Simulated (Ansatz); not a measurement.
## GaP under changes of volume

One of the cells (16.743 Å³/atom); the others are scaled copies at fixed shape and fractional positions:

```
Ga P
1.0
     3.45666    0.00000    0.00000
     0.00000    3.45666    0.00000
     0.00000    0.00000    2.80256
Ga P
1 1
Direct
  0.00000 0.00000 0.00000
  0.50000 0.50000 0.50000
```

The cell was built by a generator and needn't be a form met in nature.

* Program: Ansatz 0.2.0
* Functional: PBE
* Potentials or basis: Ansatz PAW
* Cutoff: 420 eV (not typed: the program's choice for these potentials)
* k mesh: 8 × 8 × 9
* Occupations: fermi-dirac, width 0.05 eV
* Spin: no spin polarisation

```tsv
volume (Å³/atom)	energy over the lowest point (meV/atom)	pressure (GPa)
15.739	?	?
16.073	5.51	3.1
16.408	0.99	1.4
16.743	0.00	-0.2
17.078	2.14	-1.6
17.413	7.05	-2.8
17.748	14.39	-3.9
```

Question: What does the run at 15.739 Å³/atom give?

Answer: Energy over the lowest point 13.98 meV/atom; pressure 5.1 GPa.

Worked out: A Birch-Murnaghan fit of order 3 (a polynomial in V^(-2/3)) to the other rows has its minimum at 16.67 Å³/atom with B0 = V·E''(V) = 76 GPa and B' = 5.1 at fixed shape and positions, which overstates the stiffness. It gives 14.01 meV/atom at 15.739 Å³/atom, against the run's 13.98, and -dE/dV = 5.1 GPa, against 5.1.

Energies are extrapolated to zero smearing.
